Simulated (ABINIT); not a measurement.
Here is an ABINIT 10.8.3 (patched build) calculation.

The input run.abi:

```
pp_dirpath "./"
pseudos "Sn.upf, Se.upf"

acell 3*1.0 Angstrom
rprim
     0.0000000000     2.9405455900     2.9405455900
     2.9405455900     0.0000000000     2.9405455900
     2.9405455900     2.9405455900     0.0000000000
ntypat 2
znucl 50 34
natom 2
typat 1 2
xred
     0.0000000000     0.0000000000     0.0000000000
     0.5000000000     0.5000000000     0.5000000000
chkprim 0
chksymtnons 0
tolsym 1.0e-6

ecut 43.0

kptopt 1
ngkpt 6 6 6
nshiftk 1
shiftk 0.0 0.0 0.0

ixc 7

nband 19
occopt 3
tsmear 0.00183747

nstep 100
tolvrs 1.0e-10

iomode 3
prtwf 0
prtden 0
prteig 0
prtebands 0
enunit 2
```

Potentials or basis: PseudoDojo NC SR LDA v0.4.1 standard.

Run with:

```sh
$ mpirun --bind-to none -np 4 abinit run.abi > log 2>&1
```

Task: Predict the band gap on the k mesh.

Result: 0.91 eV, direct.

Task: What does it give for the pressure?

Result: 0.0 GPa.

Caveat: spin-orbit coupling is left out, which moves the levels of the heavy elements. A k mesh can miss the band edges.
